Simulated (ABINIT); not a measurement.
Runs of ABINIT 10.8.3 (patched build) on BN. It takes space group F-43m (No. 216, cubic). The conventional cell has a = 3.626 Å, b = 3.626 Å, c = 3.626 Å, α = 90.00°, β = 90.00°, γ = 90.00°. N (site symmetry -43m) has 4 B at 1.57 Å as nearest neighbours. B (site symmetry -43m) has 4 N at 1.57 Å as nearest neighbours. The cell is a database's computed one.

| task | level | potentials or basis | k mesh | cutoff (eV) | fine-grid cutoff | gap on the mesh (eV) | pressure (GPa) |
| --- | --- | --- | --- | --- | --- | --- | --- |
| band structure | r2SCAN | JTH PAW PBE v2.0 | 13 × 13 × 13 | 844 | 1442.2 eV | (a) | -2.6 |
| single point | PBEsol | JTH PAW PBE v2.0 | 8 × 8 × 8 | 707 | 1306.15 eV | 4.26 | -6.1 |
| single point | PBEsol | JTH PAW PBE v2.0 | 10 × 10 × 10 | 707 | 1306.15 eV | 4.26 | -6.1 |
| single point | LDA | JTH PAW LDA v2.0 | 17 × 17 × 17 | 680 | 1278.94 eV | 4.38 | - |

Alike in all rows: no spin polarisation; cell as given; smearing fermi-dirac 0.05 eV.

**Question.** Fill in the values left out.

**Answer.** (a) 5.02.

Caveats: the PAW data sets were made with another functional, which shifts forces and pressure a little (some runs); an odd mesh through Γ misses points on the zone boundary, where band edges often lie (some runs).

Runs at the PBE level aren't shown here.
